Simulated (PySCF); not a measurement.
Task: Give a PBE0-D3(BJ)/def2-SVP geometry of `C1COCCN1`.

Result: 
Z-matrix in Å and degrees, rows numbered from 1:
```
C 
C   1  1.5229
O   2  1.4052  1  111.13
C   3  1.4049  2  112.23  1    57.28
C   4  1.5227  3  111.12  2   -57.51
N   1  1.4520  2  112.66  3   -53.74
H   1  1.1021  2  110.54  3  -176.90
H   1  1.1048  2  108.57  3    66.03
H   2  1.1125  1  109.46  3   121.80
H   2  1.1012  1  111.42  3  -119.19
H   4  1.1129  3  110.11  2    63.84
H   4  1.1015  3  106.98  2  -179.47
H   5  1.1046  4  108.61  3   -65.65
H   5  1.1022  4  110.59  3   177.19
H   6  1.0194  1  109.56  2   -70.67
```

Of the pairs four or more bonds apart, H9···H11 is among the closest relative to their van der Waals radii: 2.46 Å, 102 % of the sum of Bondi's values. The 6-membered ring C1–C2–O3–C4–C5–N6 has internal angles of 110.8° to 112.7° (sum 670°, against 720° for a flat polygon); it is puckered, 0.21 Å rms from its mean plane, widest ring torsion 58°. N6 (secondary amine nitrogen) is pyramidal (angles 110.8°, 109.6° and 109.5°, sum 329.8°, 0.41 Å off the plane of its three neighbours). O3 (cyclic ether oxygen) is bent (angle 112.2°).

Computed with PBE0-D3(BJ)/def2-SVP geometry optimisation, gas phase (PySCF 2.14.0).

Point group: Cs (tolerance 0.08 Å). Not checked by PBE0-D3(BJ)/def2-SVP frequencies. The numbers are those of one conformer (N6–C1–C2–O3 -54°, C1–C2–O3–C4 57°, C2–O3–C4–C5 -58°, O3–C4–C5–N6 54°).

The run took 42 s of wall time on one thread of an Arm Neoverse V1, shared host, and the process peaked at 0.57 GiB of memory. This is the geometry optimisation.
